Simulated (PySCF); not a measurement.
In in PySCF: convergence with density cutoff

Crystal: In.

```
In
1.0
    -1.62547    1.62547    2.47370
     1.62547   -1.62547    2.47370
     1.62547    1.62547   -2.47370
In
1
Direct
  0.00000 0.00000 0.00000
```

* Program: PySCF 2.14.0
* Task: convergence study
* Functional: r2SCAN
* Potentials or basis: DZVP-MOLOPT-SR/GTH-PBE (potentials made for PBE)
* k mesh: 2 × 2 × 2
* Occupations: fermi-dirac, width 0.05 eV
* Spin: no spin polarisation

These are the settings of the first run; the series varies density cutoff, with any setting tied to it.

Hardware: 2 threads of AMD EPYC 7R32 (Zen 2), on a shared host.

```tsv
density cutoff	energy less the tightest run, at zero smearing (meV/atom)	SCF cycles	CPU time (s)	peak memory (GiB)
14 Ha	9231.34	5	13	0.21
23 Ha	1594.44	5	18	0.24
33 Ha	104.20	5	34	0.36
46 Ha	-19.91	5	45	0.45
60 Ha	-14.41	5	73	0.69
74 Ha	5.81	5	92	0.84
93 Ha	0.00	5	110	1
116 Ha	timed out after 750 s	-	-	-
140 Ha	timed out after 750 s	-	-	-
```

Not settled before the last step: the energy (to 1 meV/atom). The tightest run that finished is the yardstick and may itself not be fully converged.

Caveat, for the tightest run too: the k mesh is coarse (spacing up to 1.37 Å⁻¹), so the values aren't converged; meta-GGAs need a finer uniform grid than this.
